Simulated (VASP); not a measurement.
# ZnCu (Pm-3m) in VASP: further runs

The runs below take ZnCu through single point, with r2SCAN.

Program: VASP 6.6.1. These are calculated values, not measurements. Logs are shortened: lines on timing, memory, paths and dates and some standing lists are left out, and cuts for length are marked.

**1. The crystal as given**

Symmetry: Pm-3m, No. 221, cubic system. Conventional cell: a = 2.945 Å, b = 2.945 Å, c = 2.945 Å, α = 90.00°, β = 90.00°, γ = 90.00°. Zn (site symmetry m-3m) is surrounded by 8 Cu at 2.55 Å. Cu (site symmetry m-3m) has 8 Zn at 2.55 Å as nearest neighbours.

**2. Single point, r2SCAN**

INCAR

```
SYSTEM = ZnCu
PREC     = Accurate       ! precision mode
ENCUT    = 350            ! plane-wave cutoff, eV
EDIFF    = 1E-6           ! SCF threshold, eV
ISMEAR   = -1             ! smearing method
SIGMA    = 0.1            ! smearing width, eV
LREAL    = .FALSE.        ! projectors in reciprocal space
LASPH    = .TRUE.         ! aspherical terms in the spheres
NELM     = 100            ! most SCF steps
ALGO     = Normal         ! electronic algorithm
ISIF     = 2              ! what is computed and relaxed
LWAVE    = .FALSE.        ! write WAVECAR
LCHARG   = .FALSE.        ! write CHGCAR
METAGGA  = R2SCAN         ! meta-GGA
LMIXTAU  = .TRUE.       
ADDGRID  = .FALSE.
```

KPOINTS

```
regular mesh
0
G
  8 8 8
  0 0 0
```

POSCAR

```
ZnCu
1.0
    2.9450000000      0.0000000000      0.0000000000
    0.0000000000      2.9450000000      0.0000000000
    0.0000000000      0.0000000000      2.9450000000
Zn Cu
1 1
Direct
    0.5000000000      0.5000000000      0.5000000000
    0.0000000000      0.0000000000      0.0000000000
```

Potentials or basis: VASP PAW PBE potentials, release 64 (Zn, Cu).

Started as:

```sh
> cat potpaw_PBE.64/Zn/POTCAR potpaw_PBE.64/Cu/POTCAR > POTCAR
> mpirun -np 1 vasp_std > vasp.out
```

OUTCAR:

```text
SYSTEM = ZnCu
   PREC = Accurate
   ENCUT = 350
   EDIFF = 1E-6
   ISMEAR = -1
   LREAL = .FALSE.
   LASPH = .TRUE.
   NELM = 100
   ISIF = 2
   METAGGA = R2SCAN

 Found     35 irreducible k-points:

 Following reciprocal coordinates:
            Coordinates               Weight
  0.000000  0.000000  0.000000      1.000000
  0.125000  0.000000  0.000000      6.000000
  0.250000  0.000000  0.000000      6.000000
  0.375000  0.000000  0.000000      6.000000
  0.500000  0.000000  0.000000      3.000000
  0.125000  0.125000  0.000000     12.000000
   k-points           NKPTS =     35   k-points in BZ     NKDIM =     35   number of bands    NBANDS=     15
   number of dos      NEDOS =    301   number of ions     NIONS =      2
   total plane-waves  NPLWV =   5832
   dimension x,y,z NGX =    18 NGY =   18 NGZ =   18
   dimension x,y,z NGXF=    36 NGYF=   36 NGZF=   36
   ions per type =               1   1
   NGX,Y,Z   is equivalent  to a cutoff of  10.16, 10.16, 10.16 a.u.
   NGXF,Y,Z  is equivalent  to a cutoff of  20.32, 20.32, 20.32 a.u.
 SYSTEM =  ZnCu
   PREC   = accura    normal or accurate (medium, high low for compatibility)
   ISTART =      0    job   : 0-new  1-cont  2-samecut
   ICHARG =      2    charge: 1-file 2-atom 10-const
   ISPIN  =      1    spin polarized calculation?
   LNONCOLLINEAR =      F non collinear calculations
   LSORBIT =      F    spin-orbit coupling
   LASPH  =      T    aspherical Exc in radial PAW
   ENCUT  =  350.0 eV  25.72 Ry    5.07 a.u.   4.49  4.49  4.49*2*pi/ulx,y,z
   NELM   =    100;   NELMIN=  2; NELMDL= -5     # of ELM steps
   EDIFF  = 0.1E-05   stopping-criterion for ELM
   LREAL  =      F    real-space projection
   EDIFFG = 0.1E-04   stopping-criterion for IOM
   NSW    =      0    number of steps for IOM
   IBRION =     -1    ionic relax: 0-MD 1-quasi-New 2-CG
   NFREE  =      0    steps in history (QN), initial steepest desc. (CG)
   ISIF   =      2    stress and relaxation
   ISYM   =      2    0-nonsym 1-usesym 2-fastsym
   POTIM  = 0.5000    time-step for ionic-motion
   TEBEG  =    0.0;   TEEND  =   0.0 temperature during run
   PSTRESS=    0.0 pullay stress
   NELECT =      23.0000    total number of electrons
   NUPDOWN=      -1.0000    fix difference up-down
   EMIN   =  10.00;   EMAX   =-10.00  energy-range for DOS
   EFERMI =   0.00;   METHOD = LEGACY
   ISMEAR =    -1;   SIGMA  =   0.10  broadening in eV -4-tet -1-fermi 0-gaus
   EFERMI_NEDOS =   21; number of points for ismear=-14 and -15
   IALGO  =     38    algorithm
   IMIX   =      4    mixing-type and parameters
     AMIX     =   0.40;   BMIX     =  1.00
     AMIX_MAG =   1.60;   BMIX_MAG =  1.00
  volume/ion in A,a.u.               =      12.77        86.18
  Fermi-wavevector in a.u.,A,eV,Ry     =   1.580880  2.987429 34.003415  2.499180
  Thomas-Fermi vector in A             =   2.681040
   LORBIT       =      0    0 simple, 1 ext, 2 COOP (PROOUT), +10 PAW based schemes
   METAGGA = R2SCAN    functional components
   LHFCALC =     F    Hartree Fock is set to
   AEXX    =    0.0000 exact exchange contribution
   IVDW    =     0    specifies the selected vdW correction
   LEPSILON=     F    determine dielectric tensor
   LRPA    =     F    only Hartree local field effects (RPA)
 non-spin polarized calculation
  energy-cutoff  :      350.00
  volume of cell :       25.54
 maximum number of plane-waves:       392
 NGX is ok and might be reduce to    18
   NGX =  9   NGY =  9   NGZ =  9

 number of electron      22.9999956 magnetization

 Free energy of the ion-electron system (eV)
  ---------------------------------------------------
  ext. energy  EPLUGINS =         0.00000000
  ---------------------------------------------------
  free energy    TOTEN  =       -19.95013067 eV

  energy without entropy =      -19.93124404  energy(sigma->0) =      -19.94068736

 E-fermi :   5.1551     XC(G=0): -13.5240

 val. band max:        5.0020366278   @ k =   0.3750   0.2500   0.1250
 cond. band min:       5.1967122642   @ k =   0.3750   0.3750   0.1250
 fundamental gap:      0.1946756365
 Fermi energy:         5.1550990804

 k-point     1 :       0.0000    0.0000    0.0000
  band No.  band energies     occupation
      1      -5.3885      2.00000
      2      -2.7766      2.00000
      3      -2.7766      2.00000
      4      -2.0471      2.00000
      5      -2.0471      2.00000
      6      -2.0471      2.00000
      7       1.6493      2.00000
      8       1.6493      2.00000
      9       2.5444      2.00000
     10       2.5444      2.00000
     11       2.5444      2.00000
     12      11.9892      0.00000
     13      11.9892      0.00000
     14      11.9892      0.00000
     15      16.8869      0.00000

 k-point     2 :       0.1250    0.0000    0.0000
  band No.  band energies     occupation
      1      -5.0946      2.00000
      2      -2.7433      2.00000
      3      -2.7154      2.00000
      4      -2.0724      2.00000
      5      -2.0724      2.00000
      6      -2.0352      2.00000
      7       1.6340      2.00000
      8       1.6723      2.00000
      9       2.4526      2.00000
     10       2.4526      2.00000
     11       2.5342      2.00000
     12       9.6900      0.00000
     13      12.4298      0.00000
     14      12.4298      0.00000
     15      17.0490      0.00000

 k-point     3 :       0.2500    0.0000    0.0000
  band No.  band energies     occupation
      1      -4.2515      2.00000
      2      -2.6620      2.00000
      3      -2.5373      2.00000
      4      -2.1327      2.00000
      5      -2.1327      2.00000
      6      -2.0062      2.00000
      7       1.5956      2.00000
      8       1.6629      2.00000
      9       2.2470      2.00000
     10       2.2470      2.00000
     11       2.5092      2.00000
     12       6.4202      0.00001
     13      13.6738      0.00000
     14      13.6738      0.00000
     15      17.5435      0.00000

 k-point     4 :       0.3750    0.0000    0.0000
  band No.  band energies     occupation
      1      -3.1666      2.00000
      2      -2.5780      2.00000
      3      -2.1926      2.00000
      4      -2.1926      2.00000
      5      -2.0752      2.00000
      6      -1.9770      2.00000
      7       1.1988      2.00000
      8       1.5551      2.00000
      9       2.0601      2.00000
     10       2.0601      2.00000
     11       2.4837      2.00000
     12       3.9889      1.99998
     13      15.5629      0.00000
     14      15.5629      0.00000
     15      18.3873      0.00000

 k-point     5 :       0.5000    0.0000    0.0000
  band No.  band energies     occupation
      1      -2.8042      2.00000
      2      -2.5422      2.00000
      3      -2.2170      2.00000
      4      -2.2170      2.00000
      5      -1.9642      2.00000
      6      -1.0023      2.00000
      7       0.0309      2.00000
      8       1.5376      2.00000
      9       1.9874      2.00000
     10       1.9874      2.00000
     11       2.4732      2.00000
     12       3.2871      2.00000
     13      17.7016      0.00000
     14      17.7016      0.00000
     15      18.2971      0.00000

 k-point     6 :       0.1250    0.1250    0.0000
  band No.  band energies     occupation
      1      -4.8062      2.00000
      2      -2.7012      2.00000
      3      -2.6662      2.00000
      4      -2.0977      2.00000
      5      -2.0842      2.00000
      6      -2.0445      2.00000
      7       1.6447      2.00000
      8       1.6865      2.00000
      9       2.3556      2.00000
     10       2.3925      2.00000
     11       2.5171      2.00000
     12       9.8275      0.00000
     13      10.3168      0.00000
     14      12.8499      0.00000
     15      17.5736      0.00000

 [... further k-points ...]

------------------------ aborting loop because EDIFF is reached ----------------------------------------

  FORCE on cell =-STRESS in cart. coord.  units (eV):
  Direction    XX          YY          ZZ          XY          YZ          ZX
  --------------------------------------------------------------------------------------
  -------------------------------------------------------------------------------------
  Total       -0.4895573     -0.4895573     -0.4895573     -0.0000000      0.0000000     -0.0000000
  in kB      -30.7084725    -30.7084725    -30.7084725     -0.0000000      0.0000000     -0.0000000
  external PRESSURE =     -30.7084725 kB  Pullay stress =       0.0000000 kB

 VOLUME and BASIS-vectors are now :
 -----------------------------------------------------------------------------
  energy-cutoff  :      350.00
  volume of cell :       25.54
      direct lattice vectors                 reciprocal lattice vectors
     2.945000000  0.000000000  0.000000000     0.339558574  0.000000000  0.000000000
     0.000000000  2.945000000  0.000000000     0.000000000  0.339558574  0.000000000
     0.000000000  0.000000000  2.945000000     0.000000000  0.000000000  0.339558574

 POSITION                                       TOTAL-FORCE (eV/Angst)
 -----------------------------------------------------------------------------------
      1.47250      1.47250      1.47250         0.000000      0.000000      0.000000
      0.00000      0.00000      0.00000         0.000000      0.000000      0.000000
 -----------------------------------------------------------------------------------
    total drift:                                0.000000     -0.000000      0.000000

  FREE ENERGIE OF THE ION-ELECTRON SYSTEM (eV)
  ---------------------------------------------------
  free  energy   TOTEN  =       -19.9501306733 eV

  energy  without entropy=      -19.9312440400  energy(sigma->0) =      -19.94068736
```

It took 34 s on 1 thread of Intel Xeon Platinum 8259CL at 2.50GHz (Skylake/Cascade Lake), shared host; peak memory 0.12 GiB.

These settings aren't checked as converged: the numbers below hold their error.

Results:

```
Free energy            : -19.9501 eV
Pressure               : -3.1 GPa
Band gap on the k mesh : none (metal or under the smearing width)
```

Caveat: the cutoff is under 1.25 times the usual one of these potentials, so pressure, stress and relaxed cells hold a basis-set (Pulay) error; the PAW data sets were made with another functional, which shifts forces and pressure a little.

(Continued in part 2 of 2.)
